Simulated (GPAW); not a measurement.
Something may be wrong with this GPAW 26.7.0 calculation of Co.

Contents of run.py:

```python
import numpy as np
from ase.dft.bandgap import bandgap
from ase.io import write
from ase.spacegroup import crystal
from gpaw import GPAW, PW
from gpaw.response import ResponseContext, ResponseGroundStateAdapter
from gpaw.response.chiks import ChiKSCalculator
from gpaw.response.heisenberg import calculate_fm_magnon_energies
from gpaw.response.localft import LocalFTCalculator
from gpaw.response.mft import IsotropicExchangeCalculator
from gpaw.response.site_kernels import SphericalSiteKernels

# Co 2c
atoms = crystal(['Co'],
                basis=[[0.6666666667, 0.3333333333, 0.75]],
                spacegroup=194, setting=1,  # P6_3/mmc
                cellpar=[2.4719999, 2.4719999, 4.02114408, 90.0, 90.0, 120.0],
                primitive_cell=True)
atoms.set_initial_magnetic_moments([3.0, 3.0])

calc = GPAW(mode=PW(500),
            xc='LDA',
            kpts={'size': (6, 6, 4), 'gamma': True},
            occupations={'name': 'fermi-dirac', 'width': 0.05},
            nbands=21,
            convergence={'density': 0.0001},
            maxiter=60,
            txt='gpaw.txt')
atoms.calc = calc
energy = atoms.get_potential_energy()
calc.write('gs.gpw')
write('result.traj', atoms)
print(f'Energy: {energy:.6f} eV')
print('Moments:', calc.get_magnetic_moments().round(3))
print('Fermi level:', round(calc.get_fermi_level(), 4), 'eV')
print(f'Gap: {bandgap(calc)[0]:.4f} eV, direct: {bandgap(calc, direct=True)[0]:.4f} eV')

dense = calc.fixed_density(kpts={'size': (6, 6, 4), 'gamma': True},
                           nbands=33, convergence={'bands': 27, 'eigenstates': 1e-12},
                           update_fermi_level=True, maxiter=300, txt='dense.txt')
dense.write('dense.gpw', mode='all')

sites = [0, 1]
moments = calc.get_magnetic_moments()[sites]
q_qc = np.array([[0.0, 0.0, 0.0], [0.1666666667, 0.0, 0.0], [0.3333333333, 0.0, 0.0], [0.1666666667, 0.1666666667, 0.0], [0.3333333333, 0.3333333333, 0.0], [0.1666666667, 0.1666666667, 0.25], [0.3333333333, 0.3333333333, 0.5]])
gs = ResponseGroundStateAdapter.from_gpw_file('dense.gpw')
context = ResponseContext(txt='mft.txt')
chiks = ChiKSCalculator(gs, context, ecut=5, nbands=27, gammacentered=True)
exchange = IsotropicExchangeCalculator(chiks, LocalFTCalculator.from_rshe_parameters(gs, context))
kernels = SphericalSiteKernels(atoms.positions[sites], [[1.233] * len(sites)])
J_qab = np.array([exchange(q_c, kernels)[..., 0] for q_c in q_qc])
E_qn = calculate_fm_magnon_energies(J_qab, q_qc, moments)
np.savetxt('exchange.dat', np.c_[q_qc, 1000 * J_qab.real.reshape((len(q_qc), -1))], fmt='%.4f')
np.savetxt('magnons.dat', np.c_[q_qc, 1000 * E_qn.real], fmt='%.4f')
for q_c, E_n in zip(q_qc, E_qn):
    print(q_c.round(4), 'magnon energies (meV):', (1000 * E_n.real).round(2))
```

Potentials or basis: the program's PAW data sets (release 1.2.1) made for this functional, pw.

The run is started by

```sh
$ OMP_NUM_THREADS=1 python run.py
```

gpaw.txt:

```text
__  _  _
 | _ |_)|_||  |
 |__||  | ||/\| - 26.7.0

Input parameters:
  mode=PW(ecut=500.0),
  convergence={'density': 0.0001},
  kpts=MonkhorstPack(size=(6, 6, 4), gamma=True),
  maxiter=60,
  nbands=21,
  occupations=Occupations(name='fermi-dirac', width=0.05),
  xc=XC(name='LDA')

Diagonalizing LCAO Hamiltonian
Converting LCAO to pw mode

          Co

        Co

Atoms  # Å, Bohr magnetons
|   | symbol |         x |        y |        z |    initial magnetic moments |
|---|--------|-----------|----------|----------|-----------------------------|
| 0 |     Co |  1.236000 | 0.713605 | 3.015858 | ( 0.0000,  0.0000,  3.0000) |
| 1 |     Co | -0.000000 | 1.427210 | 1.005286 | ( 0.0000,  0.0000,  3.0000) |

Unit cell  # Å
| periodic |         x |        y |        z |  lengths |     angles |
|----------|-----------|----------|----------|----------|------------|
|      yes |  2.472000 | 0.000000 | 0.000000 | 2.472000 |  90.000000 |
[... 124 lines left out ...]
maximum number of iterations: 60

SCF iterations
|iter     | |      energy | eigst |  dens |  magmom |
|---------|-|-------------|-------|-------|---------|
|iter:   1| |  -18.113408 | +0.39 |       |  +6.0083|
|iter:   2| |  -18.141110 | -2.07 | -0.78 |  +5.8880|
|iter:   3| |  -18.650247 | -2.72 | -0.82 |  +4.1205|
|iter:   4| |  -18.677064 | -2.50 | -1.20 |  +3.1615|
|iter:   5| |  -18.678351 | -3.97 | -1.99 |  +3.0757|
|iter:   6| |  -18.679527c| -4.40 | -2.23 |  +3.0455|
|iter:   7| |  -18.679583c| -5.85 | -2.62 |  +3.0801|
|iter:   8| |  -18.679567c| -7.29 | -3.32 |  +3.0879|
|iter:   9| |  -18.679565c| -8.06c| -4.10c|  +3.0889|

Converged in 9 steps
Energy contributions relative to reference atoms: (reference = -75676.533408)

Energy contributions:
  Kinetic:          16.648563
  Coulomb:         -13.527573
  Zero:              0.137136
  External:          0.000000
  Xc:              -21.930379
  Entropy:          -0.014623
  Spinorbit:         0.000000
  ----------------------------
  Free energy:     -18.686876
  Extrapolated:    -18.679565

dipole moment: (-0.000001, -0.000002, -0.000003)  # |e|*Ang

Total magnetic moment: (0.000000, 0.000000, 3.088855)

Local magnetic moments
|        x |        y |        z |
|----------|----------|----------|
| 0.000000 | 0.000000 | 1.584380 |  # Co   0
| 0.000000 | 0.000000 | 1.584380 |  # Co   1

Fermi level: 10.464
[... 26 lines left out ...]
# Writing to gs.gpw (mode='')
```

On the terminal:

```text
Energy: -18.679565 eV
Moments: [1.584 1.584]
Fermi level: 10.464 eV
[... 1 line left out ...]
[0. 0. 0.] magnon energies (meV): [32.12  0.  ]
[0.1667 0.     0.    ] magnon energies (meV): [32.12  5.05]
[0.3333 0.     0.    ] magnon energies (meV): [32.12 13.29]
[0.1667 0.1667 0.    ] magnon energies (meV): [32.12 10.98]
[0.3333 0.3333 0.    ] magnon energies (meV): [32.12 23.63]
[0.1667 0.1667 0.25  ] magnon energies (meV): [32.12 12.79]
[0.3333 0.3333 0.5   ] magnon energies (meV): [32.12 26.02]
```

How did it end, and where is the flaw?

The calculation finished and met its thresholds. The input holds a flaw that was put in on purpose: response cutoff far too low. The program doesn't stop on it, so the numbers can't be trusted though the run ends normally.
